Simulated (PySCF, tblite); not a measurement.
# C₇H₆O: excited states, first hyperpolarisability

Aim: compute the excited states, first hyperpolarisability of C₇H₆O (`O=Cc1ccccc1`).

Computed with tblite 0.8.0 and PySCF 2.14.0 and routines of our own; the level stands in each step. Atoms count from 0.

## (1) The starting structure

14 atoms, charge 0, multiplicity 1; geometry from: force field or distance geometry start.

## (2) Relaxing the molecule with GFN2-xTB

The job: settings as JSON, then the geometry in Å.

```
{"job": {"kind": "relax", "xc": "GFN2-xTB", "basis": "xTB"}, "charge": 0, "multiplicity": 1}
O      2.826500    -1.469400    -0.137200
C      2.303000    -0.355700    -0.271500
C      0.866700    -0.140900    -0.094400
C      0.339600     1.159400    -0.263300
C     -1.031300     1.366100    -0.093400
C     -1.881100     0.300400     0.205300
C     -1.355700    -0.981600     0.360200
C      0.018600    -1.202100     0.215600
H      2.921900     0.523200    -0.504000
H      0.984100     1.989300    -0.490700
H     -1.444400     2.365600    -0.222700
H     -2.947300     0.468500     0.329200
H     -2.022100    -1.812800     0.614500
H      0.420900    -2.210400     0.330400
```

Started as:

```sh
OMP_NUM_THREADS=1 python excited_run.py task.json out
```

One launch serves the whole session: the jobs run in the order shown.

What it wrote:

```text
step      E/eV     max force
  0    -600.51303    2.516
  1    -600.53685    2.733
  2    -600.58603    0.287
  3    -600.59282    0.227
  4    -600.59955    0.160
  5    -600.60041    0.132
  6    -600.60133    0.085
  7    -600.60182    0.060
  8    -600.60224    0.052
  9    -600.60244    0.029
 10    -600.60254    0.032
 11    -600.60263    0.028
 12    -600.60271    0.022
 13    -600.60276    0.017
 14    -600.60280    0.019
 15    -600.60282    0.019
 16    -600.60285    0.018
 17    -600.60288    0.021
 18    -600.60291    0.023
 19    -600.60294    0.021
 20    -600.60297    0.018
 21    -600.60299    0.009
```

Run time: 0.08 s. Hardware: 1 thread of Arm Neoverse V2, shared host.

The steps of the relaxation:

```tsv
step	energy from step 0 (eV)	largest force (eV/Å)
0	0.0000	2.5156
1	-0.0238	2.7327
2	-0.0730	0.2872
3	-0.0798	0.2274
4	-0.0865	0.1601
5	-0.0874	0.1321
6	-0.0883	0.0851
7	-0.0888	0.0605
8	-0.0892	0.0519
9	-0.0894	0.0287
10	-0.0895	0.0317
11	-0.0896	0.0278
12	-0.0897	0.0219
13	-0.0897	0.0172
14	-0.0898	0.0192
15	-0.0898	0.0192
16	-0.0898	0.0175
17	-0.0899	0.0207
18	-0.0899	0.0227
19	-0.0899	0.0212
20	-0.0899	0.0185
21	-0.0900	0.0091
```

Distances of close pairs at the start and the end, largest changes first:

```tsv
bond	before (Å)	after (Å)	change (Å)
O0–C1	1.238	1.205	-0.033
C2–C3	1.413	1.394	-0.019
C6–C7	1.399	1.381	-0.019
C6–H12	1.095	1.080	-0.016
C3–C4	1.397	1.382	-0.015
C7–H13	1.092	1.080	-0.012
C1–H8	1.100	1.110	+0.010
C4–H10	1.089	1.080	-0.009
```

The end geometry stands in the next job.

## (3) Infrared spectrum with GFN2-xTB

The job: settings as JSON, then the geometry in Å.

```
{"job": {"kind": "ir", "xc": "GFN2-xTB", "basis": "xTB"}, "charge": 0, "multiplicity": 1}
O      2.838620    -1.448445    -0.145175
C      2.293660    -0.380016    -0.257285
C      0.855158    -0.138452    -0.097090
C      0.330471     1.144108    -0.252183
C     -1.025827     1.359447    -0.099802
C     -1.866354     0.300271     0.208184
C     -1.352100    -0.978215     0.364015
C      0.002343    -1.199156     0.212716
H      2.874025     0.533564    -0.501912
H      0.991577     1.964932    -0.492184
H     -1.432734     2.352358    -0.220117
H     -2.925918     0.472645     0.326537
H     -2.011668    -1.798729     0.603365
H      0.428069    -2.184785     0.328765
```

What it wrote:

```text
mode    cm-1     km/mol
  1     100.4      7.67
  2     201.5      5.20
  3     206.4      6.55
  4     366.0      0.15
  5     425.6      2.40
  6     433.1      0.13
  7     586.6      0.62
  8     627.7     20.01
  9     655.4      3.49
 10     737.2     29.40
 11     827.0     28.04
 12     875.3      0.02
 13     906.0      0.44
 14     930.7      0.09
 15     932.6      0.11
 16     936.0      0.01
 17     988.8      0.80
 18    1076.3      0.12
 19    1116.3      0.36
 20    1179.4     13.87
 21    1182.3     10.34
 22    1224.5     50.27
 23    1271.2      9.96
 24    1326.2      5.51
 25    1380.5     30.09
 26    1440.7      0.59
 27    1461.6     19.54
 28    1581.9      8.41
 29    1591.8     38.62
 30    1745.7    371.95
 31    2743.4    137.50
 32    3072.2     14.43
 33    3081.5      3.56
 34    3088.1     30.11
 35    3094.6     44.23
 36    3099.5     24.24
```

Run time: 0.26 s. Hardware: 1 thread of Arm Neoverse V2, shared host.

The strongest bands and the atoms that carry them (share of the mass-weighted mode):

```tsv
cm⁻¹	km/mol	atoms
737	29.4	H11 20 %, H10 18 %, H12 17 %, H9 12 %
1224	50.3	C2 40 %, H10 18 %, H12 12 %
1380	30.1	H8 65 %
1592	38.6	C3 26 %, C6 25 %, C4 15 %, C7 15 %
1746	371.9	C1 60 %, O0 38 %
2743	137.5	H8 94 %
3088	30.1	H12 35 %, H10 28 %, H13 21 %
3095	44.2	H13 35 %, H10 34 %, H11 20 %
```

## (4) Excited states: TDA B3LYP/def2-SVP

The job, as its differences from that of step 3:

```diff
@@ -1,2 +1,2 @@
-{"job": {"kind": "ir", "xc": "GFN2-xTB", "basis": "xTB"}, "charge": 0, "multiplicity": 1}
+{"job": {"kind": "states", "xc": "B3LYP", "basis": "def2-SVP", "tda": true, "soc": true, "nstates": 5, "ntriplets": 5, "nquad": 4}, "charge": 0, "multiplicity": 1}
 O      2.838620    -1.448445    -0.145175
```

Level: TDA B3LYP/def2-SVP excited states, vertical, gas phase, spin-orbit mean-field couplings.

What it wrote:

```text
coarse grid: 12408 points
cycle   1  E = -345.1077724598  dE =  1.381e+00  |g| = 8.099e-01  |ddm| = 5.042e+00
cycle   2  E = -344.5597896987  dE =  5.480e-01  |g| = 1.809e+00  |ddm| = 3.943e+00
cycle   3  E = -345.2411237174  dE = -6.813e-01  |g| = 1.736e-01  |ddm| = 3.156e+00
cycle   4  E = -345.2478749569  dE = -6.751e-03  |g| = 8.163e-02  |ddm| = 3.431e-01
cycle   5  E = -345.2494761937  dE = -1.601e-03  |g| = 2.215e-02  |ddm| = 1.227e-01
cycle   6  E = -345.2495886205  dE = -1.124e-04  |g| = 8.349e-03  |ddm| = 2.915e-02
cycle   7  E = -345.2496074880  dE = -1.887e-05  |g| = 2.321e-03  |ddm| = 1.190e-02
cycle   8  E = -345.2496088266  dE = -1.339e-06  |g| = 5.608e-04  |ddm| = 3.922e-03
final grid: 121896 points
cycle   9  E = -345.3230238139  dE = -3.314e-05  |g| = 5.438e-03  |ddm| = 4.521e-02
cycle  10  E = -345.3230133426  dE =  1.047e-05  |g| = 8.895e-03  |ddm| = 1.768e-02
cycle  11  E = -345.3230307514  dE = -1.741e-05  |g| = 2.131e-03  |ddm| = 1.257e-02
cycle  12  E = -345.3230316810  dE = -9.296e-07  |g| = 1.847e-04  |ddm| = 2.572e-03
cycle  13  E = -345.3230316867  dE = -5.720e-09  |g| = 1.117e-04  |ddm| = 3.820e-04
cycle  14  E = -345.3230316899  dE = -3.197e-09  |g| = 4.059e-05  |ddm| = 1.787e-04
cycle  15  E = -345.3230316904  dE = -4.438e-10  |g| = 1.017e-05  |ddm| = 5.354e-05
converged SCF energy = -345.3230316904

Singlet excitations
state   eV       nm        f     d(h-e)  d(exc)  Lambda  PR(NTO)  |dmu|/D   mu/D   main configurations
  1   3.6965   335.4   0.00004   1.359   2.807   0.452   1.002    3.359    1.367   H->L 0.97
  2   4.9232   251.8   0.02016   1.018   3.065   0.704   1.508    2.458    5.490   H-2->L 0.56, H-1->L 0.22, H-1->L+1 0.16
  3   5.6060   221.2   0.00009   3.167   3.939   0.141   1.001    7.894    5.228   H->L+1 1.00
  4   5.6324   220.1   0.30519   1.218   3.181   0.725   1.300    2.523    5.569   H-1->L 0.65, H-2->L 0.20
  5   6.6878   185.4   0.15170   0.970   3.163   0.684   2.061                     H-1->L+1 0.39, H-2->L+2 0.21, H-2->L+1 0.15

Triplet excitations (Tamm-Dancoff)
state   eV     d(h-e)  d(exc)  Lambda  PR(NTO)   main configurations
  1   3.1708   1.194   2.664   0.451   1.003   H->L 0.94
  2   3.6469   0.428   2.834   0.746   1.181   H-1->L 0.77, H-2->L 0.13
  3   4.1277   1.004   2.968   0.700   1.051   H-2->L 0.82, H-1->L 0.14
  4   4.6842   0.112   2.528   0.774   1.183   H-2->L+1 0.64, H-1->L+1 0.27
  5   5.2209   0.212   2.723   0.703   1.051   H-1->L+1 0.68, H-2->L+1 0.29
S1 - T1 = 0.5257 eV

Spin-orbit couplings |<S|Hso|T>| (cm-1)
             T1       T2       T3       T4       T5
S0       48.376    0.036    0.010    0.003    0.014
S1        0.191   19.905    2.244    7.110    0.547
S2        1.437    0.024    0.003    0.050    0.001
S3        0.248    0.293    2.556    1.705   15.132
S4       16.670    0.013    0.036    0.027    0.219
S5        0.913    0.088    0.029    0.048    0.020
T1 sublevels (cm-1): 0.000 0.000 0.184   radiative rates (1/s): 0.00469 0.087 1.02e+03
```

It took 13 s on 1 thread of Arm Neoverse V2, shared host; peak memory 0.71 GiB.

From this job:

```tsv
quantity	value
S1 less T1	0.53 eV
```

## (5) Excited states: TDDFT PBE0/aug-cc-pVDZ

The job, as its differences from that of step 4:

```diff
@@ -1,2 +1,2 @@
-{"job": {"kind": "states", "xc": "B3LYP", "basis": "def2-SVP", "tda": true, "soc": true, "nstates": 5, "ntriplets": 5, "nquad": 4}, "charge": 0, "multiplicity": 1}
+{"job": {"kind": "states", "xc": "PBE0", "basis": "aug-cc-pVDZ", "tpa": true, "nstates": 6, "nquad": 5, "ntriplets": 0}, "charge": 0, "multiplicity": 1}
 O      2.838620    -1.448445    -0.145175
```

Method: TDDFT PBE0/aug-cc-pVDZ excited states, vertical, gas phase, two-photon moments by quadratic response.

What it wrote:

```text
coarse grid: 12408 points
cycle   1  E = -345.0826545409  dE =  1.535e+00  |g| = 7.389e-01  |ddm| = 3.447e+01
cycle   2  E = -344.6845701211  dE =  3.981e-01  |g| = 1.585e+00  |ddm| = 9.566e+00
cycle   3  E = -345.1962511117  dE = -5.117e-01  |g| = 1.431e-01  |ddm| = 5.696e+00
cycle   4  E = -345.2006707647  dE = -4.420e-03  |g| = 6.959e-02  |ddm| = 1.409e+00
cycle   5  E = -345.2018732412  dE = -1.202e-03  |g| = 1.501e-02  |ddm| = 4.789e-01
cycle   6  E = -345.2019201709  dE = -4.693e-05  |g| = 6.551e-03  |ddm| = 9.453e-02
cycle   7  E = -345.2019317038  dE = -1.153e-05  |g| = 1.766e-03  |ddm| = 2.955e-02
cycle   8  E = -345.2019324707  dE = -7.668e-07  |g| = 4.891e-04  |ddm| = 8.480e-03
final grid: 121896 points
cycle   9  E = -345.2112155310  dE = -2.624e-05  |g| = 1.036e-02  |ddm| = 7.880e-01
cycle  10  E = -345.2111633377  dE =  5.219e-05  |g| = 1.908e-02  |ddm| = 1.650e-01
cycle  11  E = -345.2112397605  dE = -7.642e-05  |g| = 2.614e-03  |ddm| = 7.012e-02
cycle  12  E = -345.2112412696  dE = -1.509e-06  |g| = 3.292e-04  |ddm| = 1.585e-02
cycle  13  E = -345.2112412921  dE = -2.255e-08  |g| = 1.535e-04  |ddm| = 1.953e-03
cycle  14  E = -345.2112412983  dE = -6.179e-09  |g| = 5.013e-05  |ddm| = 1.001e-03
cycle  15  E = -345.2112412990  dE = -6.532e-10  |g| = 1.570e-05  |ddm| = 3.505e-04
converged SCF energy = -345.2112412990

Singlet excitations
state   eV       nm        f     d(h-e)  d(exc)  Lambda  PR(NTO)  |dmu|/D   mu/D   delta(TPA)   sigma/GM   main configurations
  1   3.6876   336.2   0.00016   1.290   2.806   0.456   1.004    3.280    1.262        0.11      0.001   H->L 0.95
  2   4.8516   255.6   0.02070   1.017   3.101   0.708   1.448    2.776    6.069       15.83      0.136   H-2->L 0.54, H-1->L 0.31, H-1->L+1 0.10
  3   5.2826   234.7   0.25610   1.044   3.183   0.705   1.300    2.511    5.837      176.06      1.800   H-1->L 0.62, H-2->L 0.29
  4   5.7450   215.8   0.00008   3.066   3.975   0.176   1.001    7.847    4.903        0.35      0.004   H->L+1 0.99
  5   6.3863   194.1   0.15984   0.448   3.230   0.633   1.987    1.398    4.262       16.10      0.241   H-1->L+1 0.55, H-2->L+1 0.14, H-2->L 0.12
  6   6.6306   187.0   0.07445   1.913   4.647   0.308   1.704                                            H->L+2 0.57, H-2->L+1 0.23
```

Wall time 39 s (1 thread of Arm Neoverse V2, shared host); peak memory 0.9 GiB.

## (6) First hyperpolarisability: quadratic response wB97X-D/aug-cc-pVDZ

The job, as its differences from that of step 5:

```diff
@@ -1,2 +1,2 @@
-{"job": {"kind": "states", "xc": "PBE0", "basis": "aug-cc-pVDZ", "tpa": true, "nstates": 6, "nquad": 5, "ntriplets": 0}, "charge": 0, "multiplicity": 1}
+{"job": {"kind": "beta", "xc": "wB97X-D", "basis": "aug-cc-pVDZ", "wavelengths": [1064, 800]}, "charge": 0, "multiplicity": 1}
 O      2.838620    -1.448445    -0.145175
```

With the program's defaults for keys left out, this is: quadratic response wB97X-D/aug-cc-pVDZ first hyperpolarisability, Taylor convention, gas phase.

What it wrote:

```text
coarse grid: 12408 points
cycle   1  E = -345.3363024594  dE =  1.871e+00  |g| = 7.925e-01  |ddm| = 3.564e+01
cycle   2  E = -345.1615613507  dE =  1.747e-01  |g| = 1.295e+00  |ddm| = 6.239e+00
cycle   3  E = -345.4744514688  dE = -3.129e-01  |g| = 5.864e-02  |ddm| = 3.269e+00
cycle   4  E = -345.4752353229  dE = -7.839e-04  |g| = 4.092e-02  |ddm| = 6.320e-01
cycle   5  E = -345.4756742324  dE = -4.389e-04  |g| = 8.325e-03  |ddm| = 3.970e-01
cycle   6  E = -345.4756972470  dE = -2.301e-05  |g| = 3.797e-03  |ddm| = 8.749e-02
cycle   7  E = -345.4757027407  dE = -5.494e-06  |g| = 1.303e-03  |ddm| = 3.168e-02
final grid: 121896 points
cycle   8  E = -345.4863908147  dE = -1.094e-04  |g| = 3.972e-03  |ddm| = 1.437e+00
cycle   9  E = -345.4863941303  dE = -3.316e-06  |g| = 3.104e-03  |ddm| = 1.636e-01
cycle  10  E = -345.4863965805  dE = -2.450e-06  |g| = 4.626e-04  |ddm| = 3.349e-02
cycle  11  E = -345.4863966631  dE = -8.259e-08  |g| = 3.242e-04  |ddm| = 1.470e-02
cycle  12  E = -345.4863966937  dE = -3.056e-08  |g| = 5.711e-05  |ddm| = 1.960e-03
cycle  13  E = -345.4863966965  dE = -2.805e-09  |g| = 3.344e-05  |ddm| = 9.581e-04
cycle  14  E = -345.4863966972  dE = -7.044e-10  |g| = 1.097e-05  |ddm| = 4.896e-04
converged SCF energy = -345.4863966972

Lowest singlets (eV, f): 3.8578 0.0002  5.0302 0.0205  5.4218 0.2572

First hyperpolarisability (au)
process     nm      |vector|   parallel      HRS      DR
static         -      204.66      58.73      96.56   3.539
shg       1064.0      282.81      99.01     129.91    3.84
eope      1064.0      226.56       70.0          -       -
shg        800.0      378.69     148.62     169.84   4.159
eope       800.0      245.95      79.99          -       -
```

Wall time 37 s (1 thread of Arm Neoverse V2, shared host); peak memory 0.9 GiB.

## (7) What came out

```
                                                 quantity                                               value
                strongest single infrared mode (GFN2-xTB)                               1746 cm⁻¹, 372 km/mol
                             zero-point energy (GFN2-xTB)                                       66.5 kcal/mol
                  S1 less T1 (step 4, TDA B3LYP/def2-SVP)                                             0.53 eV
β vector (step 6, quadratic response wB97X-D/aug-cc-pVDZ)  static 205, SHG 1064.0 nm 283, SHG 800.0 nm 379 au
```

**Reading.** All 36 modes are real, so the xTB geometry is a minimum. The strongest single mode, at 1746 cm⁻¹, moves mainly C1 and O0. Unscaled tight-binding wavenumbers are off by several per cent, some by more. Its intensities can rank the bands wrongly. In step 4, the number of triplets below S1 is 2, and the largest singlet-triplet spin-orbit coupling is S0–T1, 48.38 cm⁻¹. β grows from 205 au (static) to 379 au for doubling at 800.0 nm: normal dispersion, which grows as twice the photon energy moves toward the bright states.
